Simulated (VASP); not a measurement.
# Ge (Fd-3m) in VASP: notebook

The runs below take Ge through phonons, with PBEsol.

Everything below comes from runs of VASP 6.6.1. Logs are shortened: lines on timing, memory, paths and dates and some standing lists are left out, and cuts for length are marked.

### Step 1. Starting point

The structure is cubic, space group Fd-3m (No. 227). The conventional cell has a = 5.658 Å, b = 5.658 Å, c = 5.658 Å, α = 90.00°, β = 90.00°, γ = 90.00°. Ge (site symmetry -43m) is surrounded by 4 Ge at 2.45 Å.

The cell was built by a generator and needn't be a form met in nature.

### Step 2. Phonons, PBEsol

POSCAR reads:

```
Ge
1.0
    0.0000000000      2.8290000000      2.8290000000
    2.8290000000      0.0000000000      2.8290000000
    2.8290000000      2.8290000000      0.0000000000
Ge
2
Direct
    0.0000000000      0.0000000000      0.0000000000
    0.2500000000      0.2500000000      0.2500000000
```

INCAR.step1 reads:

```
SYSTEM = Ge
  PREC = Accurate
  ENCUT = 600
  EDIFF = 1E-8
  ISMEAR = -1
  SIGMA = 0.03
  LREAL = .False.
  LASPH = .True.
  NELM = 80
  ALGO = Normal
  ISIF = 3
  LWAVE = .False.
  LCHARG = .False.
  GGA = PS
  NELECT = 27.88679
  IBRION = 2
  NSW = 40
  EDIFFG = -0.002
```

INCAR.step2 reads:

```
SYSTEM = Ge
  PREC = Accurate
  ENCUT = 600
  EDIFF = 1E-8
  ISMEAR = -1
  SIGMA = 0.03
  LREAL = .False.
  LASPH = .True.
  NELM = 80
  ALGO = Normal
  ISIF = 2
  LWAVE = .False.
  LCHARG = .False.
  GGA = PS
  NELECT = 27.88679
  IBRION = 8
  NSW = 1
```

KPOINTS reads:

```
regular mesh
0
Gamma
  14 14 14
  0 0 0
```

Potentials or basis: VASP PAW PBE potentials, release 64 (Ge_d).

On the command line:

```console
> cat potpaw_PBE.64/Ge_d/POTCAR > POTCAR
> cp INCAR.step1 INCAR
> mpirun -np 1 vasp_std > vasp.out
> cp CONTCAR POSCAR
> cp INCAR.step2 INCAR
> mpirun -np 1 vasp_std > vasp.out
```

OUTCAR:

```text
SYSTEM = Ge
   PREC = Accurate
   ENCUT = 600
   EDIFF = 1E-8
   ISMEAR = -1
   LREAL = .False.
   LASPH = .True.
   NELM = 80
   ISIF = 2
   GGA = PS
   NELECT = 27.88679
   IBRION = 8
   NSW = 1

 ion  position               nearest neighbor table
   1  0.000  0.000  0.000-   2 2.41   2 2.41   2 2.41   2 2.41
   2  0.250  0.250  0.250-   1 2.41   1 2.41   1 2.41   1 2.41

  LATTYP: Found a face centered cubic cell.
 ALAT       =     5.5743677563

  Lattice vectors:

 A1 = (   0.0000000000,   2.7871838782,   2.7871838782)
 A2 = (   2.7871838782,   0.0000000000,   2.7871838782)
 A3 = (   2.7871838782,   2.7871838782,   0.0000000000)

Analysis of symmetry for initial positions (statically):
=====================================================================
 Subroutine PRICEL returns:
 Original cell was already a primitive cell.

 Routine SETGRP: Setting up the symmetry group for a
 face centered cubic supercell.

 Subroutine GETGRP returns: Found 48 space group operations
 (whereof 24 operations were pure point group operations)
 out of a pool of 48 trial point group operations.

The static configuration has the point symmetry T_d .
 The point group associated with its full space group is O_h .

Analysis of symmetry for dynamics (positions and initial velocities):
=====================================================================
 Subroutine PRICEL returns:
 Original cell was already a primitive cell.

 Routine SETGRP: Setting up the symmetry group for a
 face centered cubic supercell.

 Subroutine GETGRP returns: Found 48 space group operations
 (whereof 24 operations were pure point group operations)
 out of a pool of 48 trial point group operations.

The dynamic configuration has the point symmetry T_d .
 The point group associated with its full space group is O_h .

 Subroutine INISYM returns: Found 48 space group operations
 (whereof 24 operations are pure point group operations),
 and found     1 'primitive' translations

----------------------------------------------------------------------------------------

                                     Primitive cell

  volume of cell :      43.3039

  direct lattice vectors                    reciprocal lattice vectors
     0.000000000  2.787183878  2.787183878    -0.179392542  0.179392542  0.179392542
     2.787183878  0.000000000  2.787183878     0.179392542 -0.179392542  0.179392542
     2.787183878  2.787183878  0.000000000     0.179392542  0.179392542 -0.179392542

  length of vectors
     3.941673241  3.941673241  3.941673241     0.310716997  0.310716997  0.310716997

  position of ions in fractional coordinates (direct lattice)
     0.000000000  0.000000000  0.000000000
     0.250000000  0.250000000  0.250000000

  ion indices of the primitive-cell ions
   primitive index   ion index
                 1           1
                 2           2

----------------------------------------------------------------------------------------

 KPOINTS: regular mesh

Automatic generation of k-mesh.
 Grid dimensions read from file:
 generate k-points for:   14   14   14

 Generating k-lattice:

  Cartesian coordinates                     Fractional coordinates (reciprocal lattice)
    -0.012813753  0.012813753  0.012813753     0.071428571  0.000000000  0.000000000
     0.012813753 -0.012813753  0.012813753     0.000000000  0.071428571  0.000000000
     0.012813753  0.012813753 -0.012813753     0.000000000  0.000000000  0.071428571

  Length of vectors
     0.022194071  0.022194071  0.022194071

[... 63 lines left out ...]
   PSTRESS=    0.0 pullay stress
   NELECT =      27.8868    total number of electrons
   NUPDOWN=      -1.0000    fix difference up-down
   EMIN   =  10.00;   EMAX   =-10.00  energy-range for DOS
   EFERMI =   0.00;   METHOD = LEGACY
   ISMEAR =    -1;   SIGMA  =   0.03  broadening in eV -4-tet -1-fermi 0-gaus
   EFERMI_NEDOS =   21; number of points for ismear=-14 and -15
   IALGO  =     38    algorithm
   IMIX   =      4    mixing-type and parameters
     AMIX     =   0.40;   BMIX     =  1.00
     AMIX_MAG =   1.60;   BMIX_MAG =  1.00
  volume/ion in A,a.u.               =      21.65       146.11
  Fermi-wavevector in a.u.,A,eV,Ry     =   1.413726  2.671556 27.192910  1.998623
  Thomas-Fermi vector in A             =   2.535342
   LORBIT       =      0    0 simple, 1 ext, 2 COOP (PROOUT), +10 PAW based schemes
   GGA     = PS    functional components
   LHFCALC =     F    Hartree Fock is set to
   AEXX    =    0.0000 exact exchange contribution
   IVDW    =     0    specifies the selected vdW correction
   LEPSILON=     F    determine dielectric tensor
   LRPA    =     F    only Hartree local field effects (RPA)
 non-spin polarized calculation
  energy-cutoff  :      600.00
  volume of cell :       43.30
 maximum number of plane-waves:      1464
   NGX = 15   NGY = 15   NGZ = 15

--------------------------------------- Ionic step        1  -------------------------------------------

 number of electron      27.8867877 magnetization

 Free energy of the ion-electron system (eV)
  ---------------------------------------------------
  ext. energy  EPLUGINS =         0.00000000
  ---------------------------------------------------
  free energy    TOTEN  =       -10.39462228 eV

  energy without entropy =      -10.39325087  energy(sigma->0) =      -10.39393657

 E-fermi :   4.5776     XC(G=0): -10.3002

 val. band max:        4.5716915084   @ k =   0.2143   0.1429   0.0714
 cond. band min:       4.6060874027   @ k =  -0.2143   0.0714   0.0000
 fundamental gap:      0.0343958943
 Fermi energy:         4.5776285334

 k-point     1 :       0.0000    0.0000    0.0000
  band No.  band energies     occupation
      1     -19.5931      2.00000
      2     -19.5931      2.00000
      3     -19.5931      2.00000
      4     -19.5520      2.00000
      5     -19.5520      2.00000
      6     -19.3154      2.00000
[... 481 lines left out ...]
      5     -19.4931      2.00000
      6     -19.3873      2.00000
[... 10 lines left out ...]
     17      10.2742      0.00000
     18      10.3184      0.00000

 [... further k-points ...]
[... 5 lines left out ...]
  --------------------------------------------------------------------------------------
  -------------------------------------------------------------------------------------
  Total        0.0042979      0.0042979      0.0042979      0.0000000      0.0000000     -0.0000000
  in kB        0.1590139      0.1590139      0.1590139      0.0000000      0.0000000     -0.0000000
  external PRESSURE =       0.1590139 kB  Pullay stress =       0.0000000 kB

 VOLUME and BASIS-vectors are now :
 -----------------------------------------------------------------------------
  energy-cutoff  :      600.00
  volume of cell :       43.30
      direct lattice vectors                 reciprocal lattice vectors
     0.000000000  2.787183878  2.787183878    -0.179392542  0.179392542  0.179392542
     2.787183878  0.000000000  2.787183878     0.179392542 -0.179392542  0.179392542
     2.787183878  2.787183878  0.000000000     0.179392542  0.179392542 -0.179392542

 POSITION                                       TOTAL-FORCE (eV/Angst)
 -----------------------------------------------------------------------------------
      0.00000      0.00000      0.00000        -0.000000     -0.000000     -0.000000
      1.39359      1.39359      1.39359         0.000000      0.000000      0.000000
 -----------------------------------------------------------------------------------
    total drift:                               -0.000000      0.000000      0.000000

  FREE ENERGIE OF THE ION-ELECTRON SYSTEM (eV)
  ---------------------------------------------------
  free  energy   TOTEN  =       -10.3946222784 eV

  energy  without entropy=      -10.3932508652  energy(sigma->0) =      -10.39393657

[... ionic steps 2 to 3 ...]

--------------------------------------- Ionic step        4  -------------------------------------------

 Free energy of the ion-electron system (eV)
  ---------------------------------------------------
  ---------------------------------------------------
  free energy    TOTEN  =        -0.19402210 eV

  energy without entropy =       -0.19402210

------------------------ aborting loop because EDIFF is reached ----------------------------------------

 INTERNAL STRAIN TENSOR  FOR ION    1  DIRECTION 1   (eV/Angst):
 -----------------------------------------------------------------------------
    -0.00640  0.00000  0.00000
     0.00000  0.00400 11.05373
     0.00000 11.05373  0.00400

 INTERNAL STRAIN TENSOR FOR ION    2 for displacements in x,y,z  (eV/Angst):
          X           Y           Z          XY          YZ          ZX
  --------------------------------------------------------------------------------
  x     0.00000     0.00000     0.00000     0.00000   -11.05373     0.00000
  y     0.00000     0.00000     0.00000     0.00000     0.00000   -11.05373
  z     0.00000     0.00000     0.00000   -11.05373     0.00000     0.00000

 SECOND DERIVATIVES (NOT SYMMETRIZED)
 ------------------------------------
               1X          1Y          1Z          2X          2Y          2Z
  1X    -9.454147    0.000000    0.000000    9.454147    0.000000    0.000000
  1Y     0.000000   -9.454147    0.000000    0.000000    9.454147    0.000000
  1Z     0.000000    0.000000   -9.454147    0.000000    0.000000    9.454147
  2X     9.454147    0.000000    0.000000   -9.454147    0.000000    0.000000
  2Y     0.000000    9.454147    0.000000    0.000000   -9.454147    0.000000
  2Z     0.000000    0.000000    9.454147    0.000000    0.000000   -9.454147

 Eigenvectors and eigenvalues of the dynamical matrix
 ----------------------------------------------------

   1 f  =    7.977718 THz    50.125481 2PiTHz  266.108033 cm-1    32.993176 meV
             X         Y         Z           dx          dy          dz
      0.000000  0.000000  0.000000     0.000000   -0.707107    0.000000
      1.393592  1.393592  1.393592     0.000000    0.707107    0.000000
[... 21 lines left out ...]
   6 f  =    0.000000 THz     0.000000 2PiTHz    0.000000 cm-1     0.000000 meV
             X         Y         Z           dx          dy          dz
      0.000000  0.000000  0.000000     0.000000    0.000000    0.707107
      1.393592  1.393592  1.393592     0.000000    0.000000    0.707107

--------------------------------------------------------------------------------------------------------

 ELASTIC MODULI CONTR FROM IONIC RELAXATION (kBar)
 Direction    XX          YY          ZZ          XY          YZ          ZX
 --------------------------------------------------------------------------------
 XX           0.0000      0.0000      0.0000      0.0000      0.0000      0.0000
 YY           0.0000      0.0000      0.0000      0.0000      0.0000      0.0000
 ZZ           0.0000      0.0000      0.0000      0.0000      0.0000      0.0000
 XY           0.0000      0.0000      0.0000   -478.1666      0.0000      0.0000
 YZ           0.0000      0.0000      0.0000      0.0000   -478.1666      0.0000
 ZX           0.0000      0.0000      0.0000      0.0000      0.0000   -478.1666
 --------------------------------------------------------------------------------
```

It took 3.9 min on 1 thread of Intel Xeon 6975P-C (Granite Rapids), shared host; peak memory 0.81 GiB.

Results:

* Relaxed volume: 21.65 Å³/atom
* Relaxed cell: a = 3.942 Å, b = 3.942 Å, c = 3.942 Å, α = 60.00°, β = 60.00°, γ = 60.00°
* Space group after relaxing (to 0.05 Å): Fd-3m (No. 227)
* Highest phonon frequency at Γ: 266 cm⁻¹

Step by step:
```
step  energy change (eV)  largest force (eV/Å)  pressure (GPa)  volume (Å³)
   1              0.0000                0.0000           -3.12        45.28
   2             -0.0159                0.0000            1.62        42.45
   3             -0.0201                0.0000            0.01        43.30
```

Final structure:
```xyz
2
Lattice="0.0000 2.7872 2.7872 2.7872 0.0000 2.7872 2.7872 2.7872 0.0000" Properties=species:S:1:pos:R:3 pbc="T T T"
Ge    0.0000    0.0000    0.0000
Ge    1.3936    1.3936    1.3936
```

Phonon frequencies in cm⁻¹ (negative: imaginary):
| q point | frequencies |
| --- | --- |
| (0.000, 0.000, 0.000) | 0 0 0 266 266 266 |

Caveat: the cell is charged against a uniform background, so pressure and absolute levels hang on convention; the PAW data sets were made with another functional, which shifts forces and pressure a little.

[end of part 1 of 2]
